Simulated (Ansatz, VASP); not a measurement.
# Two plane-wave programs on W

```xyz
4
Lattice="2.8547 0.0000 0.0000 0.0000 4.0372 0.0000 0.0000 0.0000 18.2821" Properties=species:S:1:pos:R:3 pbc="T T T"
W     1.4274    2.0186    7.0000
W     0.0000    0.0000    8.4274
W     1.4274    2.0186    9.8371
W     0.0000    0.0000   10.9570
```

Alike in both runs: functional PBE; k mesh 10 × 7 × 1; occupations gaussian, width 0.1 eV; no spin polarisation.

Ansatz relaxed the structure, and its values are those at the end. VASP's run is a single point on that final structure, the one shown.

```csv
,VASP,Ansatz
version,VASP 6.6.1,Ansatz 0.2.0
potentials or method,"VASP PAW PBE potentials, release 64 (W_sv)","scalar-relativistic, plane waves, PAW"
plane-wave cutoff (eV),520,420
valence electrons in the cell,56,56
```

|  | VASP | Ansatz | Ansatz less VASP |
| --- | --- | --- | --- |
| gap on the k mesh at the Fermi level (eV) | none | none | - |
| rms of the force components (eV/Å) | 0.908 | 0.904 | -0.0044 |
| work function, face that differs most (eV) | 4.27 | 4.27 | +0.002 |

A gap of «none» marks a metal or a gap that the smearing closes. Ansatz warned: «xc_potential_rough_in_thin_density».

The runs have no spin-orbit coupling, so splittings on W are missing.
